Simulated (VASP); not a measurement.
A run of VASP 6.6.1 is set up as follows.

The input INCAR:

```
SYSTEM = TlCl
PREC     = Accurate       ! precision mode
ENCUT    = 520            ! plane-wave cutoff, eV
EDIFF    = 1E-7           ! SCF threshold, eV
ISMEAR   = 0              ! smearing method
SIGMA    = 0.01           ! smearing width, eV
LREAL    = .FALSE.        ! projectors in reciprocal space
LASPH    = .TRUE.         ! aspherical terms in the spheres
NELM     = 100            ! most SCF steps
ALGO     = Normal         ! electronic algorithm
ISIF     = 2              ! what is computed and relaxed
LWAVE    = .FALSE.        ! write WAVECAR
LCHARG   = .FALSE.        ! write CHGCAR
GGA      = PE             ! functional
NBANDS   = 17             ! bands
```

Contents of KPOINTS:

```
regular mesh
0
G
  4 4 4
  0 0 0
```

File POSCAR:

```
TlCl
1.0
    3.8340000000      0.0000000000      0.0000000000
    0.0000000000      3.8340000000      0.0000000000
    0.0000000000      0.0000000000      3.8340000000
Tl Cl
1 1
Direct
    0.0000000000      0.0000000000      0.0000000000
    0.5000000000      0.5000000000      0.5000000000
```

Potentials or basis: VASP PAW PBE potentials, release 64 (Tl_d, Cl).

Command:

```sh
$ cat potpaw_PBE.64/Tl_d/POTCAR potpaw_PBE.64/Cl/POTCAR > POTCAR
$ mpirun -np 1 vasp_std > vasp.out
```

**Question.** What does it give for the band gap on the k mesh?

**Answer.** 2.08 eV, direct.

**Question.** What does it give for the pressure?

**Answer.** 1.3 GPa.

Caveat: spin-orbit coupling is left out, which as a rule narrows the gap of such compounds by several tenths of an eV. A k mesh can miss the band edges.
